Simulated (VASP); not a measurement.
# GaAs (F-43m) in VASP: further runs

One crystal, GaAs, is run at these levels: PBEsol; tasks: dielectric tensor.

Everything below comes from runs of VASP 6.6.1. Logs are shortened: lines on timing, memory, paths and dates and some standing lists are left out, and cuts for length are marked.

## 1. The structure

Symmetry: F-43m, No. 216, cubic system. The conventional cell has a = 5.654 Å, b = 5.654 Å, c = 5.654 Å, α = 90.00°, β = 90.00°, γ = 90.00°. Around As (site symmetry -43m) lie 4 Ga at 2.45 Å. Ga (site symmetry -43m) is surrounded by 4 As at 2.45 Å.

## 2. Dielectric tensor, PBEsol

INCAR

```
SYSTEM = GaAs
ALGO = Normal
EDIFF = 1E-8
ENCUT = 400
GGA = PS
ISIF = 2
ISMEAR = 0
LASPH = .True.
LCHARG = .False.
LEPSILON = .True.
LREAL = .False.
LWAVE = .False.
NELM = 100
PREC = Accurate
SIGMA = 0.01
```

KPOINTS

```
k-points
0
Gamma
  7 7 7
  0 0 0
```

POSCAR

```
GaAs
1.0
    0.0000000000      2.8268500000      2.8268500000
    2.8268500000      0.0000000000      2.8268500000
    2.8268500000      2.8268500000      0.0000000000
As Ga
1 1
Direct
    0.7500000000      0.7500000000      0.7500000000
    0.0000000000      0.0000000000      0.0000000000
```

Potentials or basis: VASP PAW PBE potentials, release 64 (As, Ga_d).

On the command line:

```bash
cat potpaw_PBE.64/As/POTCAR potpaw_PBE.64/Ga_d/POTCAR > POTCAR
mpirun -np 1 vasp_std > vasp.out
```

OUTCAR:

```text
SYSTEM = GaAs
   EDIFF = 1E-8
   ENCUT = 400
   GGA = PS
   ISIF = 2
   ISMEAR = 0
   LASPH = .True.
   LEPSILON = .True.
   LREAL = .False.
   NELM = 100
   PREC = Accurate

 Found     20 irreducible k-points:

 Following reciprocal coordinates:
            Coordinates               Weight
  0.000000  0.000000  0.000000      1.000000
  0.142857  0.000000  0.000000      8.000000
  0.285714  0.000000  0.000000      8.000000
  0.428571  0.000000  0.000000      8.000000
  0.142857  0.142857  0.000000      6.000000
  0.285714  0.142857  0.000000     24.000000
   k-points           NKPTS =     20   k-points in BZ     NKDIM =     20   number of bands    NBANDS=     13
   number of dos      NEDOS =    301   number of ions     NIONS =      2
   total plane-waves  NPLWV =  21952
   dimension x,y,z NGX =    28 NGY =   28 NGZ =   28
   dimension x,y,z NGXF=    56 NGYF=   56 NGZF=   56
   ions per type =               1   1
   NGX,Y,Z   is equivalent  to a cutoff of  11.64, 11.64, 11.64 a.u.
   NGXF,Y,Z  is equivalent  to a cutoff of  23.29, 23.29, 23.29 a.u.
 SYSTEM =  GaAs
   PREC   = accura    normal or accurate (medium, high low for compatibility)
   ISTART =      0    job   : 0-new  1-cont  2-samecut
   ICHARG =      2    charge: 1-file 2-atom 10-const
   ISPIN  =      1    spin polarized calculation?
   LNONCOLLINEAR =      F non collinear calculations
   LSORBIT =      F    spin-orbit coupling
   LASPH  =      T    aspherical Exc in radial PAW
   ENCUT  =  400.0 eV  29.40 Ry    5.42 a.u.   6.52  6.52  6.52*2*pi/ulx,y,z
   NELM   =    100;   NELMIN=  2; NELMDL= -5     # of ELM steps
   EDIFF  = 0.1E-07   stopping-criterion for ELM
   LREAL  =      F    real-space projection
   EDIFFG = 0.1E-06   stopping-criterion for IOM
   NSW    =      0    number of steps for IOM
   IBRION =     -1    ionic relax: 0-MD 1-quasi-New 2-CG
   NFREE  =      0    steps in history (QN), initial steepest desc. (CG)
   ISIF   =      2    stress and relaxation
   ISYM   =      2    0-nonsym 1-usesym 2-fastsym
   POTIM  = 0.5000    time-step for ionic-motion
   TEBEG  =    0.0;   TEEND  =   0.0 temperature during run
   PSTRESS=    0.0 pullay stress
   NELECT =      18.0000    total number of electrons
   NUPDOWN=      -1.0000    fix difference up-down
   EMIN   =  10.00;   EMAX   =-10.00  energy-range for DOS
   EFERMI =   0.00;   METHOD = LEGACY
   ISMEAR =     0;   SIGMA  =   0.01  broadening in eV -4-tet -1-fermi 0-gaus
   EFERMI_NEDOS =   21; number of points for ismear=-14 and -15
   IALGO  =     38    algorithm
   IMIX   =      4    mixing-type and parameters
     AMIX     =   0.40;   BMIX     =  1.00
     AMIX_MAG =   1.60;   BMIX_MAG =  1.00
  volume/ion in A,a.u.               =      22.59       152.44
  Fermi-wavevector in a.u.,A,eV,Ry     =   1.204628  2.276417 19.743799  1.451128
  Thomas-Fermi vector in A             =   2.340347
   LORBIT       =      0    0 simple, 1 ext, 2 COOP (PROOUT), +10 PAW based schemes
   GGA     = PS    functional components
   LHFCALC =     F    Hartree Fock is set to
   AEXX    =    0.0000 exact exchange contribution
   IVDW    =     0    specifies the selected vdW correction
   LEPSILON=     T    determine dielectric tensor
   LRPA    =     F    only Hartree local field effects (RPA)
 non-spin polarized calculation
 Gauss-broadening in eV      SIGMA  =   0.01
  energy-cutoff  :      400.00
  volume of cell :       45.18
 maximum number of plane-waves:       869
 NGX is ok and might be reduce to    28
   NGX = 13   NGY = 13   NGZ = 13

--------------------------------------- Ionic step        1  -------------------------------------------

 number of electron      17.9999985 magnetization

 E-fermi :   3.9168     XC(G=0):  -9.7712

 val. band max:        3.8081362892   @ k =   0.0000   0.0000   0.0000
 cond. band min:       4.2622315274   @ k =   0.0000   0.0000   0.0000
 fundamental gap:      0.4540952382
 Fermi energy:         3.9167932998

 k-point     1 :       0.0000    0.0000    0.0000
  band No.  band energies     occupation
      1     -10.9707      2.00000
      2     -10.9707      2.00000
      3     -10.9707      2.00000
      4     -10.8907      2.00000
      5     -10.8907      2.00000
      6      -8.9447      2.00000
      7       3.8081      2.00000
      8       3.8081      2.00000
      9       3.8081      2.00000
     10       4.2622      0.00000
     11       7.4952      0.00000
     12       7.4952      0.00000
     13       7.4952      0.00000

 k-point     2 :       0.1429    0.0000    0.0000
  band No.  band energies     occupation
      1     -10.9882      2.00000
      2     -10.9659      2.00000
      3     -10.9659      2.00000
      4     -10.8906      2.00000
      5     -10.8906      2.00000
      6      -8.7060      2.00000
      7       1.4965      2.00000
      8       3.5086      2.00000
      9       3.5087      2.00000
     10       5.3852      0.00000
     11       7.9307      0.00000
     12       7.9307      0.00000
     13       8.1270      0.00000

 k-point     3 :       0.2857    0.0000    0.0000
  band No.  band energies     occupation
      1     -11.0233      2.00000
      2     -10.9569      2.00000
      3     -10.9569      2.00000
      4     -10.8897      2.00000
      5     -10.8897      2.00000
      6      -8.0572      2.00000
      7      -0.9252      2.00000
      8       3.0082      2.00000
      9       3.0082      2.00000
     10       5.0853      0.00000
     11       8.4283      0.00000
     12       8.4283      0.00000
     13      10.2611      0.00000

 k-point     4 :       0.4286    0.0000    0.0000
  band No.  band energies     occupation
      1     -11.0483      2.00000
      2     -10.9515      2.00000
      3     -10.9515      2.00000
      4     -10.8870      2.00000
      5     -10.8870      2.00000
      6      -7.3105      2.00000
      7      -2.6109      2.00000
      8       2.6996      2.00000
      9       2.6996      2.00000
     10       4.7759      0.00000
     11       8.4115      0.00000
     12       8.4115      0.00000
     13      11.4038      0.00000

 k-point     5 :       0.1429    0.1429    0.0000
  band No.  band energies     occupation
      1     -10.9978      2.00000
      2     -10.9614      2.00000
      3     -10.9614      2.00000
      4     -10.8944      2.00000
      5     -10.8881      2.00000
      6      -8.6266      2.00000
      7       1.4828      2.00000
      8       2.9900      2.00000
      9       2.9900      2.00000
     10       6.2906      0.00000
     11       6.7610      0.00000
     12       8.7048      0.00000
     13       8.7048      0.00000

 k-point     6 :       0.2857    0.1429    0.0000
  band No.  band energies     occupation
      1     -11.0254      2.00000
      2     -10.9538      2.00000
      3     -10.9518      2.00000
      4     -10.8972      2.00000
      5     -10.8859      2.00000
      6      -8.1104      2.00000
      7      -0.3453      2.00000
      8       2.3295      2.00000
      9       2.4549      2.00000
     10       6.2948      0.00000
     11       7.3104      0.00000
     12       9.3598      0.00000
     13       9.4960      0.00000

 [... further k-points ...]

  FORCE on cell =-STRESS in cart. coord.  units (eV):
  Direction    XX          YY          ZZ          XY          YZ          ZX
  --------------------------------------------------------------------------------------
  -------------------------------------------------------------------------------------
  Total        0.0355120      0.0355120      0.0355120      0.0000000     -0.0000000     -0.0000000
  in kB        1.2593542      1.2593542      1.2593542      0.0000000     -0.0000000     -0.0000000
  external PRESSURE =       1.2593542 kB  Pullay stress =       0.0000000 kB

 VOLUME and BASIS-vectors are now :
 -----------------------------------------------------------------------------
  energy-cutoff  :      400.00
  volume of cell :       45.18
      direct lattice vectors                 reciprocal lattice vectors
     0.000000000  2.826850000  2.826850000    -0.176875321  0.176875321  0.176875321
     2.826850000  0.000000000  2.826850000     0.176875321 -0.176875321  0.176875321
     2.826850000  2.826850000  0.000000000     0.176875321  0.176875321 -0.176875321

 POSITION                                       TOTAL-FORCE (eV/Angst)
 -----------------------------------------------------------------------------------
      4.24027      4.24027      4.24027        -0.000000     -0.000000     -0.000000
      0.00000      0.00000      0.00000         0.000000      0.000000      0.000000
 -----------------------------------------------------------------------------------
    total drift:                               -0.000001     -0.000001     -0.000000

  FREE ENERGIE OF THE ION-ELECTRON SYSTEM (eV)
  ---------------------------------------------------
  free  energy   TOTEN  =        -9.0797574090 eV

  energy  without entropy=       -9.0797574090  energy(sigma->0) =       -9.07975741

 HEAD OF MICROSCOPIC STATIC DIELECTRIC TENSOR (INDEPENDENT PARTICLE, excluding Hartree and local field effects)
 ------------------------------------------------------
          48.898072     0.000000     0.000000
          -0.000000    48.898072    -0.000000
           0.000000    -0.000000    48.898072
 ------------------------------------------------------

 Free energy of the ion-electron system (eV)
  ---------------------------------------------------
  ---------------------------------------------------
  free energy    TOTEN  =        -6.10013064 eV

  energy without entropy =       -6.10013064

------------------------ aborting loop because EDIFF is reached ----------------------------------------

--------------------------------------- Ionic step        2  -------------------------------------------

------------------------ aborting loop because EDIFF is reached ----------------------------------------

--------------------------------------- Ionic step        3  -------------------------------------------

 Free energy of the ion-electron system (eV)
  ---------------------------------------------------
  ---------------------------------------------------
  free energy    TOTEN  =        -6.10013213 eV

  energy without entropy =       -6.10013213

------------------------ aborting loop because EDIFF is reached ----------------------------------------

 PIEZOELECTRIC TENSOR FIELD DIRECTION 3  (e Angst)
 -----------------------------------------------------------------------------
    -0.00032  3.36268  0.00000           (  0.00001  0.01579  0.00000)
     3.36268 -0.00032  0.00000           (  0.01579  0.00001  0.00000)
     0.00000  0.00000 -0.00128           (  0.00000  0.00000 -0.00000)

 PIEZOELECTRIC TENSOR FIELD DIRECTION 3  (C/m^2)
 -----------------------------------------------------------------------------
    -0.00011  1.19250  0.00000
     1.19250 -0.00011  0.00000
     0.00000  0.00000 -0.00045

 MACROSCOPIC STATIC DIELECTRIC TENSOR (including local field effects in DFT)
 ------------------------------------------------------
          48.228518     0.000000     0.000000
          -0.000000    48.228518     0.000000
           0.000000    -0.000000    48.228518
 ------------------------------------------------------

 PIEZOELECTRIC TENSOR (including local field effects)  for field in x, y, z        (e  Angst)
          XX          YY          ZZ          XY          YZ          ZX
  --------------------------------------------------------------------------------
  x     0.00000     0.00000    -0.00000    -0.00000     3.37630     0.00000
  y     0.00000    -0.00000     0.00000    -0.00000    -0.00000     3.37630
  z     0.00000     0.00000    -0.00000     3.37630     0.00000     0.00000

 PIEZOELECTRIC TENSOR (including local field effects)  for field in x, y, z        (C/m^2)
          XX          YY          ZZ          XY          YZ          ZX
  --------------------------------------------------------------------------------
  x     0.00000     0.00000    -0.00000    -0.00000     1.19733     0.00000
  y     0.00000    -0.00000     0.00000    -0.00000    -0.00000     1.19733
  z     0.00000     0.00000    -0.00000     1.19733     0.00000     0.00000

 BORN EFFECTIVE CHARGES (including local field effects) (in |e|, cummulative output)
 ---------------------------------------------------------------------------------
 ion    1
    1    -2.42178     0.00000     0.00000
    2     0.00000    -2.42178     0.00000
    3     0.00000     0.00000    -2.42178
 ion    2
    1     2.42178     0.00000     0.00000
    2    -0.00000     2.42178    -0.00000
    3     0.00000     0.00000     2.42178
```

Wall time 3.5 min (1 thread of Intel Xeon Platinum 8259CL at 2.50GHz (Skylake/Cascade Lake), shared host); peak memory 0.21 GiB.

The run converged, but some of its settings lie outside the range that counts as converged, so its numbers aren't taken as properties of the crystal.

Results:

- Band gap on the k mesh: 0.45 eV, direct
- Electronic dielectric tensor (diagonal): 48.23
- Born charges (mean of the diagonal): As -2.42; Ga +2.42 e

Caveat: the gap is small at this level, which inflates the dielectric constant; the PAW data sets were made with another functional, which shifts forces and pressure a little.

(Part 1 of 2 ends here.)
